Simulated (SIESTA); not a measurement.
Crystal: SnTe.

```
Te Sn
1.0
     0.00000    3.15085    3.15085
     3.15085    0.00000    3.15085
     3.15085    3.15085    0.00000
Te Sn
1 1
Direct
  0.50000 0.50000 0.50000
  0.00000 0.00000 0.00000
```

- Program: SIESTA 5.4.2
- Task: relaxation of cell and atoms
- Functional: PBE
- Potentials or basis: PseudoDojo 0.4 standard (PBE files)
- Basis: SZ (energy shift 0.003 Ry)
- Grid cutoff: 500 Ry
- Energy shift: 0.003 Ry
- k mesh: 7 × 7 × 7
- Occupations: fermi-dirac, width 0.05 eV
- Spin: no spin polarisation

At the start: pressure 7.6 GPa; volume 31.28 Å³/atom.

Q: Where does the relaxation end?

A: Over 4 steps the energy falls by 94.7 meV/atom and the volume is 35.82 Å³/atom (+14.5 %); space group Fm-3m (No. 225, to 0.05 Å).

The path:
| step | energy change (eV) | largest force (eV/Å) | pressure (GPa) | volume (Å³) |
| --- | --- | --- | --- | --- |
| 1 | 0.0000 | 0.0000 | 7.58 | 62.56 |
| 2 | -0.0210 | 0.0000 | 7.06 | 63.02 |
| 3 | -0.1852 | 0.0000 | 0.93 | 70.22 |
| 4 | -0.1893 | 0.0000 | 0.03 | 71.65 |

Final structure:
```xyz
2
Lattice="0.0008 3.2969 3.2969 3.2969 0.0008 3.2969 3.2969 3.2969 0.0008" Properties=species:S:1:pos:R:3 pbc="T T T"
Te    3.2973    3.2973    3.2973
Sn    0.0000    0.0000    0.0000
```

Caveat: the basis has no polarisation orbitals; the volume moved by +15 % from the deposited cell, more than functionals usually miss; the basis of atomic orbitals isn't converged, which shifts pressures, moduli and gaps.
